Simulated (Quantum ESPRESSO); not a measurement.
Bi:

```
Bi
1.0
     2.26750    1.30914    3.93800
    -2.26750    1.30914    3.93800
     0.00000   -2.61828    3.93800
Bi
2
Direct
  0.76600 0.76600 0.76600
  0.23400 0.23400 0.23400
```

| Item | Value |
| --- | --- |
| Program | Quantum ESPRESSO 7.5 |
| Task | single point |
| Functional | PBE |
| Potentials or basis | SSSP 1.3 efficiency PBE |
| Cutoff | 748 eV |
| Density cutoff | 5987 eV |
| k mesh | 7 × 7 × 7 |
| Occupations | fermi-dirac, width 0.05 eV |
| Spin | no spin polarisation |

On this cell: pressure 1.9 GPa; largest force 0.202 eV/Å; band gap on the k mesh 0.27 eV, indirect (least direct gap 0.53 eV).

The same run follows on a disturbed copy (atoms moved at random, drawn with an rms of 0.05 Å):

```xyz
2
Lattice="2.2675 1.3091 3.9380 -2.2675 1.3091 3.9380 0.0000 -2.6183 3.9380" Properties=species:S:1:pos:R:3 pbc="T T T"
Bi   -0.0313    0.0662    9.1076
Bi   -0.0144    0.0082    2.7686
```

**Question.** What changes?

**Answer.** The energy moves by +11.8 meV/atom; pressure 2.6 GPa; largest force 0.520 eV/Å; band gap on the k mesh 0.24 eV, indirect (least direct gap 0.52 eV).

Forces on the atoms (eV/Å):
```
Bi   0.047 -0.195 -0.480
Bi  -0.047  0.195  0.480
```

Stress tensor (GPa, compression positive):
```
 2.07  0.13 -0.23
 0.13  3.14  0.91
-0.23  0.91  2.50
```

Caveats: spin-orbit coupling is left out, which as a rule narrows the gap of such compounds by several tenths of an eV; an odd mesh through Γ misses points on the zone boundary, where band edges often lie.
